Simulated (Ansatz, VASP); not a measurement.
## Two plane-wave programs on TiO2 (k06)

```
Ti O
1.0
     4.59160    0.00000    0.00000
     0.00000    4.59160    0.00000
     0.00000    0.00000    2.93907
Ti O
2 4
Direct
  0.00000 0.00000 0.00000
  0.50000 0.50000 0.50000
  0.30442 0.30442 0.00000
  0.19558 0.80442 0.50000
  0.69558 0.69558 0.00000
  0.80442 0.19558 0.50000
```

Alike in both runs: task single point; functional PBEsol; k mesh 10 × 10 × 14; occupations gaussian, width 0.02 eV; no spin polarisation.

```csv
,VASP,Ansatz
version,VASP 6.6.1,Ansatz 0.2.0
potentials or method,"VASP PAW PBE potentials, release 64 (Ti_sv, O)","scalar-relativistic, plane waves, PAW"
plane-wave cutoff (eV),520,420
valence electrons in the cell,48,48
```

Ansatz gave:

* gap on the k mesh at the Fermi level (eV): 1.87
* least direct gap on the mesh (eV): 1.87
* pressure (GPa): 0.0
* largest component of the traceless stress (GPa): 0.00
* rms of the force components (eV/Å): 0.000

Task: Estimate VASP's values.

Result: gap on the k mesh at the Fermi level (eV): 1.84; least direct gap on the mesh (eV): 1.84; pressure (GPa): 0.6; largest component of the traceless stress (GPa): 0.20; rms of the force components (eV/Å): 0.010.

Atom by atom the forces differ by 0.010 eV/Å (rms over components). Ansatz warned: «pseudo_functional_mismatch».

Caveats: the PAW data sets were made with another functional, which shifts forces and pressure a little (VASP). PBEsol gaps usually lie below the measured ones, often by a third to a half. A k mesh can miss the band edges.
